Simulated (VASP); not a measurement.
# PtS2 (P-3m1) in VASP: a series of runs, part 2 of 2

VASP 6.6.1.

## 3. Single point, HSE06

Input file POSCAR:

```
PtS2
1.0
    3.5432000000      0.0000000000      0.0000000000
   -1.7716000000      3.0685012107      0.0000000000
    0.0000000000      0.0000000000      5.0388000000
Pt S
1 2
Direct
    0.0000000000      0.0000000000      0.0000000000
    0.6666666667      0.3333333333      0.7730000000
    0.3333333333      0.6666666667      0.2270000000
```

Input file INCAR.step1:

```
  ALGO = Normal
  EDIFF = 1E-5
  ENCUT = 340
  GGA = PE
  ISIF = 2
  ISMEAR = 0
  LASPH = T
  LREAL = F
  LWAVE = T
  NBANDS = 19
  NELM = 100
  NKRED = 1
  PREC = Accurate
  SIGMA = 0.01
```

Input file INCAR.step2:

```
  ALGO = Normal
  EDIFF = 1E-6
  ENCUT = 340
  GGA = PE
  HFSCREEN = 0.2
  ISIF = 2
  ISMEAR = 0
  ISTART = 1
  LASPH = T
  LCHARG = F
  LHFCALC = T
  LREAL = F
  LWAVE = F
  NBANDS = 19
  NELM = 100
  NKRED = 1
  PREC = Accurate
  PRECFOCK = Fast
  SIGMA = 0.01
```

Input file KPOINTS:

```
k-points
0
Gamma
  6 6 4
```

Potentials or basis: VASP PAW PBE potentials, release 64 (Pt, S).

Started as:

```sh
$ cat potpaw_PBE.64/Pt/POTCAR potpaw_PBE.64/S/POTCAR > POTCAR
$ cp INCAR.step1 INCAR
$ mpirun -np 1 vasp_std > vasp.out
$ cp INCAR.step2 INCAR
$ mpirun -np 1 vasp_std > vasp.out
```

OUTCAR:

```text
EDIFF = 1E-6
   ENCUT = 340
   GGA = PE
   HFSCREEN = 0.2
   ISIF = 2
   ISMEAR = 0
   ISTART = 1
   LASPH = T
   LHFCALC = T
   LREAL = F
   NELM = 100
   NKRED = 1
   PREC = Accurate
   PRECFOCK = Fast

 Found     24 irreducible k-points:

 Following reciprocal coordinates:
            Coordinates               Weight
  0.000000  0.000000  0.000000      1.000000
  0.166667 -0.000000  0.000000      6.000000
  0.333333 -0.000000  0.000000      6.000000
  0.500000 -0.000000  0.000000      3.000000
  0.166667  0.166667  0.000000      6.000000
  0.333333  0.166667  0.000000     12.000000
   k-points           NKPTS =     24   k-points in BZ     NKDIM =    144   number of bands    NBANDS=     19
   number of dos      NEDOS =    301   number of ions     NIONS =      3
   total plane-waves  NPLWV =  17280
   dimension x,y,z NGX =    24 NGY =   24 NGZ =   30
   dimension x,y,z NGXF=    48 NGYF=   48 NGZF=   60
   ions per type =               1   2
   NGX,Y,Z   is equivalent  to a cutoff of  11.26, 11.26,  9.90 a.u.
   NGXF,Y,Z  is equivalent  to a cutoff of  22.52, 22.52, 19.80 a.u.
 SYSTEM =  unknown system
   PREC   = accura    normal or accurate (medium, high low for compatibility)
   ISTART =      1    job   : 0-new  1-cont  2-samecut
   ICHARG =      0    charge: 1-file 2-atom 10-const
   ISPIN  =      1    spin polarized calculation?
   LNONCOLLINEAR =      F non collinear calculations
   LSORBIT =      F    spin-orbit coupling
   LASPH  =      T    aspherical Exc in radial PAW
   ENCUT  =  340.0 eV  24.99 Ry    5.00 a.u.   5.33  5.33  7.58*2*pi/ulx,y,z
   NELM   =    100;   NELMIN=  2; NELMDL=  0     # of ELM steps
   EDIFF  = 0.1E-05   stopping-criterion for ELM
   LREAL  =      F    real-space projection
   EDIFFG = 0.1E-04   stopping-criterion for IOM
   NSW    =      0    number of steps for IOM
   IBRION =     -1    ionic relax: 0-MD 1-quasi-New 2-CG
   NFREE  =      0    steps in history (QN), initial steepest desc. (CG)
   ISIF   =      2    stress and relaxation
   ISYM   =      3    0-nonsym 1-usesym 2-fastsym
[... 17 lines left out ...]
   GGA     = PE    functional components
   LHFCALC =     T    Hartree Fock is set to
   PRECFOCK=fast      Normal, Fast or Accurate (Low or Medium for compatibility)
   ENCUT4O =  -1.0   cutoff for four orbital integrals eV
   NKREDX  =     1    reduce k-point grid by
   NKREDY  =     1    reduce k-point grid by
   NKREDZ  =     1    reduce k-point grid by
   AEXX    =    0.2500 exact exchange contribution
   HFSCREEN=    0.2000 screening length (either q_TF or 0.3 A-1)
   HFSCREENC=   0.2000 screening length for correlation (either q_TF or 0.3 A-1)
   ENCUTFOCK=  -1.0 apply spherical cutoff to Coloumb kernel
   IVDW    =     0    specifies the selected vdW correction
   LEPSILON=     F    determine dielectric tensor
   LRPA    =     F    only Hartree local field effects (RPA)
 non-spin polarized calculation
 Gauss-broadening in eV      SIGMA  =   0.01
  energy-cutoff  :      340.00
  volume of cell :       54.78
 maximum number of plane-waves:       789
 NGX is ok and might be reduce to    24
  NGX = 12; NGY = 12; NGZ = 18

 number of electron      21.9999994 magnetization

 Free energy of the ion-electron system (eV)
  ---------------------------------------------------
  ext. energy  EPLUGINS =         0.00000000
  ---------------------------------------------------
  free energy    TOTEN  =       -18.62978729 eV

  energy without entropy =      -18.62978729  energy(sigma->0) =      -18.62978729

 E-fermi :   6.3226     XC(G=0):  -8.7123

 val. band max:        6.2042224957   @ k =   0.0000   0.0000   0.0000
 cond. band min:       7.8659285890   @ k =   0.0000   0.3333   0.2500
 fundamental gap:      1.6617060934
 Fermi energy:         6.3225920677

 k-point     1 :       0.0000    0.0000    0.0000
  band No.  band energies     occupation
      1     -10.9087      2.00000
      2      -7.3607      2.00000
      3      -1.5949      2.00000
      4      -1.5308      2.00000
      5      -1.5308      2.00000
      6       1.4387      2.00000
[... 109 lines left out ...]
      6       0.5582      2.00000
[... 11 lines left out ...]
     18      17.5538      0.00000
     19      18.5233      0.00000

 [... further k-points ...]

------------------------ aborting loop because EDIFF is reached ----------------------------------------

  FORCE on cell =-STRESS in cart. coord.  units (eV):
  Direction    XX          YY          ZZ          XY          YZ          ZX
  --------------------------------------------------------------------------------------
  -------------------------------------------------------------------------------------
  Total        1.8990113      1.8990113      2.5873903      0.0000000      0.0000000      0.0000000
  in kB       55.5378488     55.5378488     75.6699478      0.0000000      0.0000000      0.0000000
  external PRESSURE =      62.2485485 kB  Pullay stress =       0.0000000 kB

 VOLUME and BASIS-vectors are now :
 -----------------------------------------------------------------------------
  energy-cutoff  :      340.00
  volume of cell :       54.78
      direct lattice vectors                 reciprocal lattice vectors
     3.543200000  0.000000000  0.000000000     0.282230752  0.162946001  0.000000000
    -1.771600000  3.068501211  0.000000000     0.000000000  0.325892001  0.000000000
     0.000000000  0.000000000  5.038800000     0.000000000  0.000000000  0.198459951

 POSITION                                       TOTAL-FORCE (eV/Angst)
 -----------------------------------------------------------------------------------
      0.00000      0.00000      0.00000        -0.000000      0.000000      0.000000
      1.77160      1.02283      3.89499         0.000000     -0.000000     -0.842346
     -0.00000      2.04567      1.14381        -0.000000      0.000000      0.842346
 -----------------------------------------------------------------------------------
    total drift:                               -0.000000      0.000000     -0.000000

  FREE ENERGIE OF THE ION-ELECTRON SYSTEM (eV)
  ---------------------------------------------------
  free  energy   TOTEN  =       -18.6297872938 eV

  energy  without entropy=      -18.6297872938  energy(sigma->0) =      -18.62978729
```

OUTCAR.step1:

```text
EDIFF = 1E-5
   ENCUT = 340
   GGA = PE
   ISIF = 2
[... 247 lines left out ...]
      0.00000      0.00000      0.00000        -0.000000      0.000000     -0.000000
      1.77160      1.02283      3.89499        -0.000000     -0.000000     -1.213797
     -0.00000      2.04567      1.14381         0.000000      0.000000      1.213797
 -----------------------------------------------------------------------------------
    total drift:                                0.000000     -0.000000     -0.000000

  FREE ENERGIE OF THE ION-ELECTRON SYSTEM (eV)
  ---------------------------------------------------
  free  energy   TOTEN  =       -15.2669658125 eV

  energy  without entropy=      -15.2669658125  energy(sigma->0) =      -15.26696581
```

OSZICAR.step1:

```text
N       E                     dE             d eps       ncg     rms          rms(c)
DAV:   1     0.768356651649E+02    0.76836E+02   -0.81177E+03   976   0.721E+02
DAV:   2    -0.131292541768E+02   -0.89965E+02   -0.86328E+02  1078   0.175E+02
DAV:   3    -0.166294149908E+02   -0.35002E+01   -0.34781E+01  1155   0.347E+01
DAV:   4    -0.166625613759E+02   -0.33146E-01   -0.33133E-01  1164   0.376E+00
DAV:   5    -0.166630761304E+02   -0.51475E-03   -0.51474E-03  1157   0.454E-01    0.200E+01
DAV:   6    -0.154902359239E+02    0.11728E+01   -0.57716E+00   963   0.227E+01    0.127E+01
DAV:   7    -0.152913907778E+02    0.19885E+00   -0.10830E+00   965   0.981E+00    0.635E+00
DAV:   8    -0.152688598615E+02    0.22531E-01   -0.48818E-02  1050   0.166E+00    0.108E+00
DAV:   9    -0.152666878871E+02    0.21720E-02   -0.74250E-03  1058   0.810E-01    0.175E-01
DAV:  10    -0.152669119798E+02   -0.22409E-03   -0.87349E-04  1172   0.183E-01    0.104E-01
DAV:  11    -0.152669622094E+02   -0.50230E-04   -0.56136E-05  1036   0.600E-02    0.270E-02
DAV:  12    -0.152669658125E+02   -0.36031E-05   -0.14553E-05   920   0.332E-02
   1 F= -.15266966E+02 E0= -.15266966E+02  d E =-.107590E-61
```

It took 9.7 min on 1 thread of Intel Xeon 6975P-C (Granite Rapids), shared host; peak memory 0.25 GiB.

These settings aren't checked as converged: the numbers below hold their error.

What came out:

| Item | Value |
| --- | --- |
| Free energy | -18.6298 eV |
| Pressure | 6.2 GPa |
| Largest force | 0.842 eV/Å |
| Band gap on the k mesh | 1.66 eV, indirect (least direct gap 2.26 eV) |

Caveat: the PAW data sets were made with another functional, which shifts forces and pressure a little; spin-orbit coupling is left out, which moves the levels of the heavy elements.

## 4. Single point, HSE06

POSCAR is that of step 3.

Edit INCAR.step1 of step 3 so:

```diff
@@ -2,3 +2,3 @@
   EDIFF = 1E-5
-  ENCUT = 340
+  ENCUT = 400
   GGA = PE
```

Edit INCAR.step2 of step 3 so:

```diff
@@ -1,4 +1,4 @@
   ALGO = Normal
-  EDIFF = 1E-6
-  ENCUT = 340
+  EDIFF = 1E-4
+  ENCUT = 400
   GGA = PE
```

KPOINTS is that of step 3.

Potentials or basis: VASP PAW PBE potentials, release 64 (Pt, S).

Started as:

```sh
$ cat potpaw_PBE.64/Pt/POTCAR potpaw_PBE.64/S/POTCAR > POTCAR
$ cp INCAR.step1 INCAR
$ mpirun -np 1 vasp_std > vasp.out
$ cp INCAR.step2 INCAR
$ mpirun -np 1 vasp_std > vasp.out
```

OUTCAR:

```text
EDIFF = 1E-4
   ENCUT = 400
   GGA = PE
   HFSCREEN = 0.2
   ISIF = 2
   ISMEAR = 0
   ISTART = 1
   LASPH = T
   LHFCALC = T
   LREAL = F
   NELM = 100
   NKRED = 1
   PREC = Accurate
   PRECFOCK = Fast

 Found     24 irreducible k-points:

 Following reciprocal coordinates:
            Coordinates               Weight
  0.000000  0.000000  0.000000      1.000000
  0.166667 -0.000000  0.000000      6.000000
[... 220 lines left out ...]

------------------------ aborting loop because EDIFF is reached ----------------------------------------

  FORCE on cell =-STRESS in cart. coord.  units (eV):
  Direction    XX          YY          ZZ          XY          YZ          ZX
  --------------------------------------------------------------------------------------
  -------------------------------------------------------------------------------------
  Total        2.0077399      2.0077399      2.6837868      0.0000000      0.0000000      0.0000000
  in kB       58.7176875     58.7176875     78.4891277      0.0000000      0.0000000      0.0000000
  external PRESSURE =      65.3081676 kB  Pullay stress =       0.0000000 kB

 VOLUME and BASIS-vectors are now :
 -----------------------------------------------------------------------------
  energy-cutoff  :      400.00
  volume of cell :       54.78
      direct lattice vectors                 reciprocal lattice vectors
     3.543200000  0.000000000  0.000000000     0.282230752  0.162946001  0.000000000
    -1.771600000  3.068501211  0.000000000     0.000000000  0.325892001  0.000000000
     0.000000000  0.000000000  5.038800000     0.000000000  0.000000000  0.198459951

 POSITION                                       TOTAL-FORCE (eV/Angst)
 -----------------------------------------------------------------------------------
      0.00000      0.00000      0.00000         0.000000      0.000000      0.000000
      1.77160      1.02283      3.89499        -0.000000      0.000000     -0.846092
     -0.00000      2.04567      1.14381        -0.000000      0.000000      0.846092
 -----------------------------------------------------------------------------------
    total drift:                                0.000000      0.000000      0.000001

  FREE ENERGIE OF THE ION-ELECTRON SYSTEM (eV)
  ---------------------------------------------------
  free  energy   TOTEN  =       -18.6327434590 eV

  energy  without entropy=      -18.6327434590  energy(sigma->0) =      -18.63274346
```

OUTCAR.step1:

```text
EDIFF = 1E-5
   ENCUT = 400
   GGA = PE
   ISIF = 2
[... 247 lines left out ...]
      0.00000      0.00000      0.00000        -0.000000      0.000000     -0.000000
      1.77160      1.02283      3.89499         0.000000     -0.000000     -1.214243
     -0.00000      2.04567      1.14381        -0.000000      0.000000      1.214243
 -----------------------------------------------------------------------------------
    total drift:                                0.000000     -0.000000     -0.000000

  FREE ENERGIE OF THE ION-ELECTRON SYSTEM (eV)
  ---------------------------------------------------
  free  energy   TOTEN  =       -15.2682841185 eV

  energy  without entropy=      -15.2682841185  energy(sigma->0) =      -15.26828412
```

Wall time 11 min (1 thread of Intel Xeon 6975P-C (Granite Rapids), shared host); peak memory 0.27 GiB.

These settings aren't checked as converged: the numbers below hold their error.

Results:

```yaml
Free_energy: -18.6327 eV
Pressure: 6.5 GPa
Largest_force: 0.846 eV/Å
Band_gap_on_the_k_mesh: 1.66 eV, indirect (least direct gap 2.26 eV)
```

Caveat: the PAW data sets were made with another functional, which shifts forces and pressure a little; spin-orbit coupling is left out, which moves the levels of the heavy elements.

## 5. The reference run

An earlier run on the cell as given: functional PBEsol; potentials or basis VASP PAW PBE potentials, release 64 (Pt, S); cutoff 520 eV; k mesh 9 × 9 × 5; occupations fermi-dirac, width 0.05 eV; no spin polarisation.

* Pressure: 6.1 GPa
* Largest force: 0.930 eV/Å
* Band gap on the k mesh: 0.96 eV, indirect (least direct gap 1.00 eV)
